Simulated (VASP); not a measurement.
## BaTe: single point with PBE

The system is BaTe.

```
Ba Te
1.0
     0.00000    3.53239    3.53239
     3.53239    0.00000    3.53239
     3.53239    3.53239    0.00000
Ba Te
1 1
Direct
  0.00000 0.00000 0.00000
  0.50000 0.50000 0.50000
```

The cell was built by a generator and needn't be a form met in nature.

```
Program             : VASP 6.6.1
Task                : single point
Functional          : PBE
Potentials or basis : VASP PAW PBE potentials, release 64 (Ba_sv, Te)
Cutoff              : 520 eV
k mesh              : 6 × 6 × 6
Occupations         : gaussian, width 0.01 eV
Spin                : no spin polarisation
```

The pressure is 0.3 GPa and the band gap on the k mesh is 1.58 eV, indirect (least direct gap 1.96 eV).

Levels at points of the mesh, in eV from the valence-band top:
```tsv
k point	band 4	band 5	band 6	band 7	band 8	band 9	band 10	band 11	band 12	band 13
(0.00, 0.00, 0.00)	-12.24	-9.48	0.00	0.00	0.00	2.80	2.94	2.94	2.94	3.53
(0.50, 0.00, 0.00)	-12.25	-8.82	-2.16	-1.07	-1.07	4.15	4.69	4.83	4.83	6.89
(0.50, 0.50, 0.00)	-12.31	-9.28	-1.12	-0.38	-0.38	1.58	4.38	4.53	5.47	5.64
```

Run time: 30 s on 1 thread of Intel(R) Xeon(R) Platinum 8375C CPU @ 2.90GHz (Ice Lake) (shared host), peak memory 0.24 GiB.

Caveat: spin-orbit coupling is left out, which moves the levels of the heavy elements. A k mesh can miss the band edges.
